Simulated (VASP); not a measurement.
# HfO2 in VASP 6.6.1, single-point calculation

INCAR

```
AMIX = 2
ENCUT = 520
IMIX = 1
ALGO = Normal
BMIX = 0.0001
NBANDS = 18
LWAVE = .FALSE.
SIGMA = 0.01
PREC = Accurate
LREAL = .FALSE.
EDIFF = 1E-7
NELM = 77
IBRION = -1
LCHARG = .FALSE.
NSW = 0
METAGGA = R2SCAN
ISMEAR = 0
LASPH = .TRUE.
ISIF = 2
```

KPOINTS

```
KPOINTS created by Atomic Simulation Environment
0
Gamma
8 8 8
0 0 0
```

POSCAR

```
Hf O
 1.0000000000000000
     0.0000000000000000    2.5038904960999999    2.5038904960999999
     2.5038904960999999    0.0000000000000000    2.5038904960999999
     2.5038904960999999    2.5038904960999999    0.0000000000000000
 Hf  O
   1   2
Cartesian
  0.0000000000000000  0.0000000000000000  0.0000000000000000
  1.2519452480500000  1.2519452480500000  1.2519452480500000
  3.7558357441499997  3.7558357441499997  3.7558357441499997
```

The recommended PBE PAW datasets give the neutral cell 22 valence electrons.

Command

```
mpirun -np 1 vasp_std
```

OSZICAR

```
N       E                     dE             d eps       ncg     rms          rms(c)
DAV:   1     0.496311044115E+02    0.49631E+02   -0.12837E+04  1044   0.124E+03
DAV:   2    -0.764026610818E+02   -0.12603E+03   -0.12182E+03  1348   0.296E+02
DAV:   3    -0.805312504044E+02   -0.41286E+01   -0.41112E+01  1194   0.470E+01
DAV:   4    -0.805564845914E+02   -0.25234E-01   -0.25224E-01  1308   0.400E+00
DAV:   5    -0.805566414877E+02   -0.15690E-03   -0.15689E-03  1184   0.303E-01    0.557E+01
DAV:   6    -0.211162960399E+03   -0.13061E+03   -0.97266E+02  1422   0.170E+02    0.140E+03
DAV:   7    -0.330890397446E+04   -0.30977E+04   -0.24806E+04  1468   0.102E+03    0.280E+03
DAV:   8    -0.121607241570E+05   -0.88518E+04   -0.83601E+04  2056   0.149E+03    0.474E+03
DAV:   9    -0.301726678904E+05   -0.18012E+05   -0.16818E+05  2066   0.241E+03    0.710E+03
DAV:  10    -0.537843694440E+05   -0.23612E+05   -0.22589E+05  2088   0.261E+03    0.871E+03
```

Standard output (part)

```
POSCAR found type information on POSCAR HfO
 POSCAR found :  2 types and       3 ions
 LDA part: xc-table for (None), standard interpolation
 POSCAR, INCAR and KPOINTS ok, starting setup
 WAVECAR not read
 entering main loop
|     EEEEEEE  RRRRRR   RRRRRR   OOOOOOO  RRRRRR      ###     ###     ###     |
|     E        R     R  R     R  O     O  R     R     ###     ###     ###     |
|     E        R     R  R     R  O     O  R     R     ###     ###     ###     |
|     EEEEE    RRRRRR   RRRRRR   O     O  RRRRRR       #       #       #      |
|     E        R    R   R    R   O     O  R    R      ###     ###     ###     |
|     EEEEEEE  R     R  R     R  OOOOOOO  R     R     ###     ###     ###     |
|     ERROR FEXCP: supplied Exchange-correletion table                        |
|      is too small, maximal index : 3909                                     |
|       ---->  I REFUSE TO CONTINUE WITH THIS SICK JOB ... BYE!!! <----       |
```

VASP stopped with an error.

**Question.** Find the fault in these files.

**Answer.** Mixing far too strong. VASP stopped with an error.
